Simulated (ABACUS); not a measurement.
Sn in ABACUS: convergence with radius

Input of the first run (radius 4.5 bohr); the others differ in this setting and in those tied to it:

Contents of INPUT:

```
INPUT_PARAMETERS
suffix              Sn
calculation         scf
basis_type          lcao
pseudo_dir          ./
orbital_dir         ./
symmetry            1
dft_functional      pbe
ecutwfc             103
pseudo_rcut         7
nspin               1
nbands              15
ks_solver           genelpa
smearing_method     mp
smearing_sigma      0.00734986
scf_thr             1e-07
scf_nmax            100
mixing_type         broyden
mixing_beta         0.7
cal_force           1
cal_stress          1
out_mul             1
```

File STRU:

```
ATOMIC_SPECIES
Sn 118.7100 Sn.upf

NUMERICAL_ORBITAL
Sn_confined-atom_4.5au_3s3p2d.orb

LATTICE_CONSTANT
1.8897261246

LATTICE_VECTORS
-1.7265390000 1.7755470000 2.3383420000
1.7265390000 -1.7755470000 2.3383420000
1.7265390000 1.7755470000 -2.3383420000

ATOMIC_POSITIONS
Direct

Sn
0.0
1
0.0000000000 0.0000000000 0.0000000000 1 1 1
```

Contents of KPT:

```
K_POINTS
0
Gamma
10 10 10 0 0 0
```

Potentials or basis: PseudoDojo NC SR 0.5 PBE stringent, DZP LCAO (the cutoffs set its grid).

Launch:

```bash
$ OMP_NUM_THREADS=1 mpirun -np 4 abacus > log
```

This isn't the form of Sn at room conditions, which is tetragonal (white tin).

Hardware: 4 MPI ranks on Intel(R) Xeon(R) 6975P-C (Granite Rapids) (shared host).

| radius | energy less the tightest run, at zero smearing (meV/atom) | pressure (GPa) | SCF cycles | CPU time (s) |
| --- | --- | --- | --- | --- |
| 4.5 bohr | 5519.57 | -64.17 | 8 | 5.5 |
| 5 bohr | 1722.94 | -23.21 | 7 | 5.5 |
| 6 bohr | 161.99 | -3.60 | 7 | 6.6 |
| 7 bohr | -17.14 | -0.61 | 7 | 8.3 |
| 8 bohr | 0.40 | 0.49 | 7 | 11 |
| 9 bohr | 10.41 | -0.27 | 7 | 18 |
| 10 bohr | 0.00 | -0.42 | 7 | 28 |

Not settled before the last step: the energy (to 1 meV/atom), the pressure (to 0.1 GPa). The tightest run that finished is the yardstick and may itself not be fully converged.

Caveat, for the tightest run too: the atomic orbitals were generated for these runs and aren't a published set; the basis of atomic orbitals isn't converged, which shifts pressures, moduli and gaps.
